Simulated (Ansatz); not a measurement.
Pb in Ansatz: the effect of functional

Crystal: Pb.

```xyz
1
Lattice="-1.9797 1.9797 1.9797 1.9797 -1.9797 1.9797 1.9797 1.9797 -1.9797" Properties=species:S:1:pos:R:3 pbc="T T T"
Pb    0.0000    0.0000    0.0000
```

This isn't the form of Pb at room conditions, which is fcc.

Alike in all runs:

```yaml
Program: Ansatz 0.2.0
Task: band structure
Potentials_or_basis: Ansatz PAW
k_mesh: 5 × 5 × 5
Occupations: fermi-dirac, width 0.05 eV
Spin: no spin polarisation
```

```tsv
functional	cutoff	pressure (GPa)
LDA	420 eV (not typed: the program's choice for these potentials)	?
PBEsol	420 eV (not typed: the program's choice for these potentials)	0.1
r2SCAN	500 eV (not typed: the program's choice for these potentials)	1.7
```

Question: What does the run with functional LDA give?

Answer: Pressure -1.4 GPa.

Caveats: all runs use coarse meshes; the PAW data sets come from PBE, with cores solved anew for the run's functional, which leaves a small shift of forces and pressure.
